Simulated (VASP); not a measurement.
Here is a VASP 6.6.1 calculation.

The input POSCAR:

```
InSe                                    
1.0
    2.0000000000      1.1547005400      8.4400000000
   -2.0000000000      1.1547005400      8.4400000000
    0.0000000000     -2.3094010800      8.4400000000
  In              Se            
     2     2
Direct
     0.0008038200908641    0.0008038200908641    0.0008038200908641
     0.1105332268409801    0.1105332268409801    0.1105332268409801
     0.6167221722670941    0.6167221722670941    0.6167221722670941
     0.8279407808010661    0.8279407808010661    0.8279407808010661
```

The input INCAR.step1:

```
SYSTEM = InSe
  ALGO = Normal
  EDIFF = 1E-7
  ENCUT = 520
  GGA = PS
  ISIF = 2
  ISMEAR = 0
  IVDW = 12
  LASPH = .TRUE.
  LCHARG = .TRUE.
  LREAL = .FALSE.
  LWAVE = .FALSE.
  NELM = 80
  PREC = Accurate
  SIGMA = 0.02
```

Contents of KPOINTS.step1:

```
k-points
0
G
  9 9 9
  0 0 0
```

INCAR.step2

```
SYSTEM = InSe
  ALGO = Normal
  EDIFF = 1E-7
  ENCUT = 520
  GGA = PS
  ICHARG = 11
  ISIF = 2
  ISMEAR = 0
  IVDW = 12
  LASPH = .TRUE.
  LCHARG = .FALSE.
  LREAL = .FALSE.
  LWAVE = .FALSE.
  NELM = 80
  PREC = Accurate
  SIGMA = 0.05
```

File KPOINTS.step2:

```
path GLB1,BZGX,QFP1Z,LP
20
line-mode
reciprocal
 0.0000000000  0.0000000000  0.0000000000  G
 0.5000000000  0.0000000000  0.0000000000  L

 0.5000000000  0.0000000000  0.0000000000  L
 0.5000000000  0.1791451725 -0.1791451725  B1

 0.8208548275  0.5000000000  0.1791451725  B
 0.5000000000  0.5000000000  0.5000000000  Z

 0.5000000000  0.5000000000  0.5000000000  Z
 0.0000000000  0.0000000000  0.0000000000  G

 0.0000000000  0.0000000000  0.0000000000  G
 0.3395725862  0.0000000000 -0.3395725862  X

 0.6604274138  0.3395725862  0.0000000000  Q
 0.5000000000  0.5000000000  0.0000000000  F

 0.5000000000  0.5000000000  0.0000000000  F
 0.6604274138  0.6604274138  0.1791451725  P1

 0.6604274138  0.6604274138  0.1791451725  P1
 0.5000000000  0.5000000000  0.5000000000  Z

 0.5000000000  0.0000000000  0.0000000000  L
 0.8208548275  0.3395725862  0.3395725862  P
```

Potentials or basis: VASP PAW PBE potentials, release 64 (In_d, Se).

Command:

```console
$ cat potpaw_PBE.64/In_d/POTCAR potpaw_PBE.64/Se/POTCAR > POTCAR
$ cp INCAR.step1 INCAR
$ cp KPOINTS.step1 KPOINTS
$ mpirun -np 1 vasp_std > vasp.out
$ cp INCAR.step2 INCAR
$ cp KPOINTS.step2 KPOINTS
$ mpirun -np 1 vasp_std > vasp.out
```

**Question.** What does it give for the band gap on the k mesh?

**Answer.** 0.60 eV, indirect (least direct gap 0.62 eV).

**Question.** Estimate the dispersion energy per atom.

**Answer.** -0.289 eV.

**Question.** Predict the band gap along the path.

**Answer.** 0.40 eV, direct.

Levels at the corners of the path, in eV from the valence-band top:
| point | band 15 | band 16 | band 17 | band 18 | band 19 | band 20 | band 21 | band 22 | band 23 |
| --- | --- | --- | --- | --- | --- | --- | --- | --- | --- |
| Γ | -1.54 | -1.24 | -1.24 | -1.15 | -1.15 | 1.68 | 2.05 | 4.36 | 4.36 |
| L | -3.48 | -2.37 | -2.27 | -2.19 | -1.69 | 1.15 | 1.95 | 3.62 | 3.93 |
| L | -3.48 | -2.37 | -2.27 | -2.19 | -1.69 | 1.15 | 1.95 | 3.62 | 3.93 |
| B1 | -3.98 | -3.63 | -2.52 | -2.22 | -1.78 | 1.65 | 2.45 | 3.30 | 4.36 |
| B | -3.98 | -3.63 | -2.52 | -2.22 | -1.78 | 1.65 | 2.45 | 3.30 | 4.36 |
| Z | -1.31 | -1.31 | -1.07 | -1.07 | 0.00 | 0.40 | 2.13 | 4.28 | 4.28 |
| Z | -1.31 | -1.31 | -1.07 | -1.07 | 0.00 | 0.40 | 2.13 | 4.28 | 4.28 |
| Γ | -1.54 | -1.24 | -1.24 | -1.15 | -1.15 | 1.68 | 2.05 | 4.36 | 4.36 |
| Γ | -1.54 | -1.24 | -1.24 | -1.15 | -1.15 | 1.68 | 2.05 | 4.36 | 4.36 |
| X | -3.98 | -3.65 | -2.56 | -2.20 | -1.75 | 1.70 | 2.36 | 3.34 | 4.33 |
| Q | -3.98 | -3.65 | -2.56 | -2.20 | -1.75 | 1.70 | 2.36 | 3.34 | 4.33 |
| F | -3.25 | -2.63 | -2.45 | -1.99 | -1.53 | 1.15 | 1.94 | 3.26 | 3.56 |
| F | -3.25 | -2.63 | -2.45 | -1.99 | -1.53 | 1.15 | 1.94 | 3.26 | 3.56 |
| P1 | -3.28 | -2.55 | -2.42 | -2.02 | -1.67 | 1.38 | 1.76 | 3.33 | 3.73 |
| P1 | -3.28 | -2.55 | -2.42 | -2.02 | -1.67 | 1.38 | 1.76 | 3.33 | 3.73 |
| Z | -1.31 | -1.31 | -1.07 | -1.07 | 0.00 | 0.40 | 2.13 | 4.28 | 4.28 |
| L | -3.48 | -2.37 | -2.27 | -2.19 | -1.69 | 1.15 | 1.95 | 3.62 | 3.93 |
| P | -3.28 | -2.55 | -2.42 | -2.02 | -1.67 | 1.38 | 1.76 | 3.33 | 3.73 |

Caveat: the log is that of the step along the path at fixed density, whose energy, stress, charges and moments have no meaning; spin-orbit coupling is left out, which moves the levels of the heavy elements; the mesh misses the band edges, which the band path finds closer together.

**What was measured.**

From “The Interaction of Hydrogen with the van der Waals Crystal γ-InSe”, 2020, pmc:7321205, for a bulk crystal of InSe at 300 K: band gap 1.25 eV.

A measured gap of InSe is 1.25 eV (300 K; “The Interaction of Hydrogen with the van der Waals Crystal γ-InSe”, 2020, pmc:7321205); the calculated 0.40 eV misses it by -0.85 eV. Spin-orbit coupling on In, Se is left out. The value is that of PBEsol+D3(BJ), without temperature or zero-point motion. Semilocal functionals fall short of measured gaps as a rule.
